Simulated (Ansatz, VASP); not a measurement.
This is a calculation of BN for VASP 6.6.1. The cell is a database's computed one, not the measured one.

File INCAR:

```
SYSTEM = BN
PREC = Accurate
ENCUT = 520
EDIFF = 1E-7
ISMEAR = 0
SIGMA = 0.016
LREAL = .FALSE.
LASPH = .TRUE.
NELM = 100
ALGO = Normal
ISIF = 2
LWAVE = .FALSE.
LCHARG = .FALSE.
GGA = PE
```

The input KPOINTS:

```
regular mesh
0
G
  13 13 13
  0 0 0
```

The input POSCAR:

```
BN
1.0
    0.0000000000      1.8130010000      1.8130010000
    1.8130010000      0.0000000000      1.8130010000
    1.8130010000      1.8130010000      0.0000000000
N B
1 1
Direct
    0.2500000000      0.2500000000      0.2500000000
    0.0000000000      0.0000000000      0.0000000000
```

Potentials or basis: VASP PAW PBE potentials, release 64 (N, B).

The run is started by

```bash
$ cat potpaw_PBE.64/N/POTCAR potpaw_PBE.64/B/POTCAR > POTCAR
$ mpirun -np 1 vasp_std > vasp.out
```

Q: What does the same run look like in Ansatz 0.2.0? Potentials or basis there: all-electron LAPW, scalar-relativistic.

A: As run (cutoffs and basis follow the program's own potentials, and thresholds, step limits or extra output files can differ):

File input.yaml:

```yaml
crystal:
  lattice:
    - [0.0, 1.813001, 1.813001]
    - [1.813001, 0.0, 1.813001]
    - [1.813001, 1.813001, 0.0]
  atoms:
    - { symbol: "N", position: [0.25, 0.25, 0.25] }
    - { symbol: B, position: [0.0, 0.0, 0.0] }
kpoints:
  mp_grid: { grid: [13, 13, 13] }
scf:
  occupations: { method: gaussian, width: 0.016 }
hamiltonian:
  xc: pbe
  pseudopotentials: { kind: all_electron, lapw: { basis_error: 0.001 } }
output:
  forces: true
  stress: true
  eigenvalues: true
```

Potentials or basis: all-electron LAPW, scalar-relativistic.

Launch:

```bash
$ ansatz run input.yaml --threads 1 --pin off --max-ram 3072MiB --backend cpu --events-out ev --progress --plain --runs-dir out
```

Both were run:

|  | VASP | Ansatz |
| --- | --- | --- |
| Pressure | -0.2 GPa | -0.4 GPa |

Where Ansatz's input types no cutoff or centring, it takes its own default and a Γ-centred mesh.

Pressure is positive in compression.
